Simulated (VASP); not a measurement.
A run of VASP 6.6.1 is set up as follows.

The input POSCAR:

```
W
1.0
   -1.5823450000      1.5823450000      1.5823450000
    1.5823450000     -1.5823450000      1.5823450000
    1.5823450000      1.5823450000     -1.5823450000
W
1
Direct
    0.0000000000      0.0000000000      0.0000000000
```

INCAR.step1

```
PREC     = Accurate       # precision mode
ENCUT    = 520            # plane-wave cutoff, eV
EDIFF    = 1E-6           # SCF threshold, eV
ISMEAR   = -1             # smearing method
SIGMA    = 0.05           # smearing width, eV
LREAL    = False          # projectors in reciprocal space
LASPH    = True           # aspherical terms in the spheres
NELM     = 60             # most SCF steps
ALGO     = Fast           # electronic algorithm
ISIF     = 2              # what is computed and relaxed
LWAVE    = False          # write WAVECAR
LCHARG   = True           # write CHGCAR
LMAXMIX  = 4              # l up to which the mixer works
GGA      = PE             # functional
```

File KPOINTS.step1:

```
regular mesh
0
Gamma
  12 12 12
```

Contents of INCAR.step2:

```
PREC     = Accurate       # precision mode
ENCUT    = 520            # plane-wave cutoff, eV
EDIFF    = 1E-6           # SCF threshold, eV
ISMEAR   = 0              # smearing method
SIGMA    = 0.05           # smearing width, eV
LREAL    = False          # projectors in reciprocal space
LASPH    = True           # aspherical terms in the spheres
NELM     = 60             # most SCF steps
ALGO     = Fast           # electronic algorithm
ISIF     = 2              # what is computed and relaxed
LWAVE    = False          # write WAVECAR
LCHARG   = False          # write CHGCAR
LMAXMIX  = 4              # l up to which the mixer works
GGA      = PE             # functional
ICHARG   = 11             # starting density
```

Contents of KPOINTS.step2:

```
path GHNGPH,PN
10
line-mode
reciprocal
 0.0000000000  0.0000000000  0.0000000000  G
 0.5000000000 -0.5000000000  0.5000000000  H

 0.5000000000 -0.5000000000  0.5000000000  H
 0.0000000000  0.0000000000  0.5000000000  N

 0.0000000000  0.0000000000  0.5000000000  N
 0.0000000000  0.0000000000  0.0000000000  G

 0.0000000000  0.0000000000  0.0000000000  G
 0.2500000000  0.2500000000  0.2500000000  P

 0.2500000000  0.2500000000  0.2500000000  P
 0.5000000000 -0.5000000000  0.5000000000  H

 0.2500000000  0.2500000000  0.2500000000  P
 0.0000000000  0.0000000000  0.5000000000  N
```

Potentials or basis: VASP PAW PBE potentials, release 64 (W_sv).

Run with:

```bash
$ cat potpaw_PBE.64/W_sv/POTCAR > POTCAR
$ cp INCAR.step1 INCAR
$ cp KPOINTS.step1 KPOINTS
$ mpirun -np 1 vasp_std > vasp.out
$ cp INCAR.step2 INCAR
$ cp KPOINTS.step2 KPOINTS
$ mpirun -np 1 vasp_std > vasp.out
```

(1) Predict the band gap along the path.

Answers

(1) none (metal or under the smearing width).

Caveat: the log is that of the step along the path at fixed density, whose energy, stress, charges and moments have no meaning; spin-orbit coupling is left out, which moves the levels of the heavy elements.
